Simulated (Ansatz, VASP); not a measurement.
MnF2: VASP beside Ansatz

```
CELL_PARAMETERS angstrom
0.00000 4.58589 4.58589
4.58589 0.00000 4.58589
4.58589 4.58589 0.00000
ATOMIC_POSITIONS crystal
Mn 0.50000 0.50000 0.50000
Mn 0.25000 0.25000 0.25000
F 0.37500 0.37500 0.87500
F 0.87500 0.37500 0.37500
F 0.37500 0.37500 0.37500
F 0.37500 0.87500 0.37500
```

Alike in both runs: functional PBE; k mesh 4 × 4 × 4; occupations gaussian, width 0.02 eV; collinear spin.

Ansatz relaxed the structure, and its values are those at the end. VASP's run is a single point on that final structure, the one shown.

|  | VASP | Ansatz |
| --- | --- | --- |
| version | VASP 6.6.1 | Ansatz 0.2.0 |
| potentials or method | VASP PAW PBE potentials, release 64 (Mn_pv, F) | scalar-relativistic, plane waves, PAW |
| plane-wave cutoff (eV) | 520 | 420 |
| valence electrons in the cell | 54 | 58 |

Ansatz gave:

| Item | Value |
| --- | --- |
| gap on the k mesh at the Fermi level (eV) | 2.85 |
| least direct gap on the mesh (eV) | 2.91 |
| pressure (GPa) | 0.0 |
| net moment per atom (μB) | 0.00 |
| size of the moment on the site where the two differ most (μB) | 3.94 |

Question: Estimate VASP's values.

Answer: gap on the k mesh at the Fermi level (eV): 2.87; least direct gap on the mesh (eV): 2.93; pressure (GPa): 0.1; net moment per atom (μB): 0.00; size of the moment on the site where the two differ most (μB): 4.45.

Site moments also hang on the region over which each program counts them. The two sets of potentials don't hold the same shells in valence. Ansatz warned: «xc_potential_rough_in_thin_density».

A k mesh can miss the band edges. As with any semilocal functional, this PBE gap is likely too small.
